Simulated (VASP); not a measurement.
# KMgF3 (Pm-3m) in VASP: notebook, part 2 of 2

VASP 6.6.1. Earlier steps stand in the parts before.

### Step 3. Band structure, PBE

Contents of INCAR:

```
SYSTEM = KMgF3
PREC     = Accurate       ! precision mode
ENCUT    = 520            ! plane-wave cutoff, eV
EDIFF    = 1E-7           ! SCF threshold, eV
ISMEAR   = 0              ! smearing method
SIGMA    = 0.02           ! smearing width, eV
LREAL    = .FALSE.        ! projectors in reciprocal space
LASPH    = .TRUE.         ! aspherical terms in the spheres
NELM     = 100            ! most SCF steps
ALGO     = Fast           ! electronic algorithm
ISIF     = 2              ! what is computed and relaxed
LWAVE    = .FALSE.        ! write WAVECAR
LCHARG   = .FALSE.        ! write CHGCAR
GGA      = PE             ! functional
KPAR     = 2
```

Contents of KPOINTS:

```
Automatic mesh
0
G
  8 8 8
  0 0 0
```

Contents of POSCAR:

```
KMgF3
1.0
    3.9859000000      0.0000000000      0.0000000000
    0.0000000000      3.9859000000      0.0000000000
    0.0000000000      0.0000000000      3.9859000000
K Mg F
1 1 3
Direct
    0.5000000000      0.5000000000      0.5000000000
    0.0000000000      0.0000000000      0.0000000000
    0.0000000000      0.0000000000      0.5000000000
    0.0000000000      0.5000000000      0.0000000000
    0.5000000000      0.0000000000      0.0000000000
```

Contents of KPOINTS_OPT:

```
path GXMGRX,MR
15
line-mode
reciprocal
 0.0000000000  0.0000000000  0.0000000000  G
 0.0000000000  0.5000000000  0.0000000000  X

 0.0000000000  0.5000000000  0.0000000000  X
 0.5000000000  0.5000000000  0.0000000000  M

 0.5000000000  0.5000000000  0.0000000000  M
 0.0000000000  0.0000000000  0.0000000000  G

 0.0000000000  0.0000000000  0.0000000000  G
 0.5000000000  0.5000000000  0.5000000000  R

 0.5000000000  0.5000000000  0.5000000000  R
 0.0000000000  0.5000000000  0.0000000000  X

 0.5000000000  0.5000000000  0.0000000000  M
 0.5000000000  0.5000000000  0.5000000000  R
```

Potentials or basis: VASP PAW PBE potentials, release 64 (K_sv, Mg, F).

On the command line:

```bash
> cat potpaw_PBE.64/K_sv/POTCAR potpaw_PBE.64/Mg/POTCAR potpaw_PBE.64/F/POTCAR > POTCAR
> mpirun -np 2 vasp_std > vasp.out
```

OUTCAR:

```text
SYSTEM = KMgF3
   PREC = Accurate
   ENCUT = 520
   EDIFF = 1E-7
   ISMEAR = 0
   LREAL = .FALSE.
   LASPH = .TRUE.
   NELM = 100
   ISIF = 2
   GGA = PE

 ion  position               nearest neighbor table
   1  0.500  0.500  0.500-   3 2.82   4 2.82   5 2.82   4 2.82   5 2.82   3 2.82   5 2.82   5 2.82
                             3 2.82   4 2.82   4 2.82   3 2.82   2 3.45   2 3.45   2 3.45   2 3.45
   2  0.000  0.000  0.000-   3 1.99   4 1.99   5 1.99   3 1.99   4 1.99   5 1.99   1 3.45   1 3.45
                             1 3.45   1 3.45   1 3.45   1 3.45   1 3.45   1 3.45
   3  0.000  0.000  0.500-   2 1.99   2 1.99   1 2.82   1 2.82   1 2.82   1 2.82
   4  0.000  0.500  0.000-   2 1.99   2 1.99   1 2.82   1 2.82   1 2.82   1 2.82
   5  0.500  0.000  0.000-   2 1.99   2 1.99   1 2.82   1 2.82   1 2.82   1 2.82

  LATTYP: Found a simple cubic cell.
 ALAT       =     3.9859000000

  Lattice vectors:

 A1 = (   3.9859000000,   0.0000000000,   0.0000000000)
 A2 = (   0.0000000000,   3.9859000000,   0.0000000000)
 A3 = (   0.0000000000,   0.0000000000,   3.9859000000)

Analysis of symmetry for initial positions (statically):
=====================================================================
 Subroutine PRICEL returns:
 Original cell was already a primitive cell.

 Routine SETGRP: Setting up the symmetry group for a
 simple cubic supercell.

 Subroutine GETGRP returns: Found 48 space group operations
 (whereof 48 operations were pure point group operations)
 out of a pool of 48 trial point group operations.

The static configuration has the point symmetry O_h .

Analysis of symmetry for dynamics (positions and initial velocities):
=====================================================================
 Subroutine PRICEL returns:
 Original cell was already a primitive cell.

 Routine SETGRP: Setting up the symmetry group for a
 simple cubic supercell.

 Subroutine GETGRP returns: Found 48 space group operations
 (whereof 48 operations were pure point group operations)
 out of a pool of 48 trial point group operations.
[... 125 lines left out ...]
   IMIX   =      4    mixing-type and parameters
     AMIX     =   0.40;   BMIX     =  1.00
     AMIX_MAG =   1.60;   BMIX_MAG =  1.00
  volume/ion in A,a.u.               =      12.67        85.47
  Fermi-wavevector in a.u.,A,eV,Ry     =   1.303962  2.464132 23.134232  1.700318
  Thomas-Fermi vector in A             =   2.434930
   LORBIT       =      0    0 simple, 1 ext, 2 COOP (PROOUT), +10 PAW based schemes
   GGA     = PE    functional components
   LHFCALC =     F    Hartree Fock is set to
   AEXX    =    0.0000 exact exchange contribution
   IVDW    =     0    specifies the selected vdW correction
   LEPSILON=     F    determine dielectric tensor
   LRPA    =     F    only Hartree local field effects (RPA)
 non-spin polarized calculation
 RMM-DIIS sequential band-by-band and
 Gauss-broadening in eV      SIGMA  =   0.02
  energy-cutoff  :      520.00
  volume of cell :       63.33
 maximum number of plane-waves:      1743
 NGX is ok and might be reduce to    30
   NGX = 15   NGY = 15   NGZ = 15

 number of electron      31.9999958 magnetization

 Free energy of the ion-electron system (eV)
  ---------------------------------------------------
  ext. energy  EPLUGINS =         0.00000000
  ---------------------------------------------------
  free energy    TOTEN  =       -24.41463401 eV

  energy without entropy =      -24.41463401  energy(sigma->0) =      -24.41463401

 E-fermi :  -1.4105     XC(G=0):  -9.6840

 val. band max:       -1.6010017297   @ k =   0.5000   0.5000   0.5000
 cond. band min:       5.7038174737   @ k =   0.0000   0.0000   0.0000
 fundamental gap:      7.3048192034
 Fermi energy:        -1.4105059699

 k-point     1 :       0.0000    0.0000    0.0000
  band No.  band energies     occupation
      1     -27.2549      2.00000
      2     -21.7200      2.00000
      3     -21.0666      2.00000
      4     -21.0666      2.00000
      5     -10.7472      2.00000
      6     -10.7472      2.00000
[... 541 lines left out ...]
     19      10.3289      0.00000
     20      10.4938      0.00000

 [... further k-points ...]
[... 5 lines left out ...]
  --------------------------------------------------------------------------------------
  -------------------------------------------------------------------------------------
  Total        1.3295293      1.3295293      1.3295293     -0.0000000      0.0000000     -0.0000000
  in kB       33.6379338     33.6379338     33.6379338     -0.0000000      0.0000000     -0.0000000
  external PRESSURE =      33.6379338 kB  Pullay stress =       0.0000000 kB

 VOLUME and BASIS-vectors are now :
 -----------------------------------------------------------------------------
  energy-cutoff  :      520.00
  volume of cell :       63.33
      direct lattice vectors                 reciprocal lattice vectors
     3.985900000  0.000000000  0.000000000     0.250884367  0.000000000  0.000000000
     0.000000000  3.985900000  0.000000000     0.000000000  0.250884367  0.000000000
     0.000000000  0.000000000  3.985900000     0.000000000  0.000000000  0.250884367

 POSITION                                       TOTAL-FORCE (eV/Angst)
 -----------------------------------------------------------------------------------
      1.99295      1.99295      1.99295         0.000000      0.000000      0.000000
      0.00000      0.00000      0.00000         0.000000      0.000000      0.000000
      0.00000      0.00000      1.99295         0.000000      0.000000      0.000000
      0.00000      1.99295      0.00000         0.000000      0.000000      0.000000
      1.99295      0.00000      0.00000         0.000000      0.000000      0.000000
 -----------------------------------------------------------------------------------
    total drift:                                0.000000     -0.000000      0.000000

  FREE ENERGIE OF THE ION-ELECTRON SYSTEM (eV)
  ---------------------------------------------------
  free  energy   TOTEN  =       -24.4146340112 eV

  energy  without entropy=      -24.4146340112  energy(sigma->0) =      -24.41463401
```

stdout:

```text
POSCAR found type information on POSCAR K MgF
 POSCAR found :  3 types and       5 ions
 scaLAPACK will be used
 LDA part: xc-table for (Slater+PW92), standard interpolation
 POSCAR, INCAR and KPOINTS ok, starting setup
 FFT: planning ... GRIDC
 FFT: planning ... GRID_SOFT
 FFT: planning ... GRID
 WAVECAR not read
 entering main loop
 num prob RMM:  22    -0.244146340112E+02   -0.26995E-07   -0.71532E-07  1522   0.384E-03
 Start KPOINTS_OPT (optional k-point list driver)
k-point batch [1-35\90]
k-point batch [36-70\90]
k-point batch [71-90\90]
```

Run time: 58 s. Hardware: 2 MPI ranks of Intel Xeon Platinum 8488C (Sapphire Rapids), shared host; peak memory 0.2 GiB.

What came out:

```yaml
Free_energy: -24.4146 eV
Pressure: 3.4 GPa
Band_gap_on_the_k_mesh: 7.30 eV, indirect (least direct gap 7.63 eV)
Band_gap_along_the_path: 7.30 eV, indirect (least direct gap 7.63 eV)
```

Levels at the corners of the path, in eV from the valence-band top:
```csv
point,band 12,band 13,band 14,band 15,band 16,band 17,band 18,band 19,band 20
Γ,-0.62,-0.62,-0.32,-0.32,-0.32,7.30,10.08,10.08,12.24
X,-0.87,-0.86,-0.86,-0.53,-0.53,10.12,10.45,11.12,12.82
X,-0.87,-0.86,-0.86,-0.53,-0.53,10.12,10.45,11.12,12.82
M,-1.04,-1.04,-0.89,-0.89,-0.02,10.92,11.70,12.64,12.78
M,-1.04,-1.04,-0.89,-0.89,-0.02,10.92,11.70,12.63,12.82
Γ,-0.62,-0.62,-0.32,-0.32,-0.32,7.30,10.08,10.08,12.24
Γ,-0.62,-0.62,-0.32,-0.32,-0.32,7.30,10.08,10.08,12.24
R,-1.12,-1.12,0.00,0.00,0.00,10.44,10.44,10.44,14.08
R,-1.12,-1.12,0.00,0.00,0.00,10.44,10.44,10.44,14.08
X,-0.87,-0.86,-0.86,-0.53,-0.53,10.12,10.45,11.12,12.83
M,-1.04,-1.04,-0.89,-0.89,-0.02,10.92,11.70,12.64,12.65
R,-1.12,-1.12,0.00,0.00,0.00,10.44,10.44,10.44,14.06
```

### Step 4. The reference run

An earlier run on the cell as given: functional PBE; potentials or basis VASP PAW PBE potentials, release 64 (K_sv, Mg, F); cutoff 520 eV; k mesh 7 × 7 × 7; occupations fermi-dirac, width 0.05 eV; no spin polarisation.

* Pressure: 3.4 GPa
* Band gap on the k mesh: 7.34 eV, indirect (least direct gap 7.63 eV)

### Step 5. The runs side by side

```csv
task,level,potentials or basis,k mesh,smearing,ladder,gap on the mesh (eV),pressure (GPa)
band structure,LDA,"VASP PAW LDA potentials, release 64 (K_sv, Mg, F)",8 × 8 × 8,gaussian 0.02 eV,gaps,6.96,-5.2
band structure,PBE,"VASP PAW PBE potentials, release 64 (K_sv, Mg, F)",8 × 8 × 8,gaussian 0.02 eV,gaps,7.30,3.4
single point,PBE,"VASP PAW PBE potentials, release 64 (K_sv, Mg, F)",7 × 7 × 7,fermi-dirac 0.05 eV,-,7.34,3.4
```

Alike in all rows: no spin polarisation; cell as given; cutoff (eV) 520.

Caveats: an odd mesh through Γ misses points on the zone boundary, where band edges often lie (some runs).

Total energies depend on the potentials used, so only differences within one code and one set of settings carry meaning.
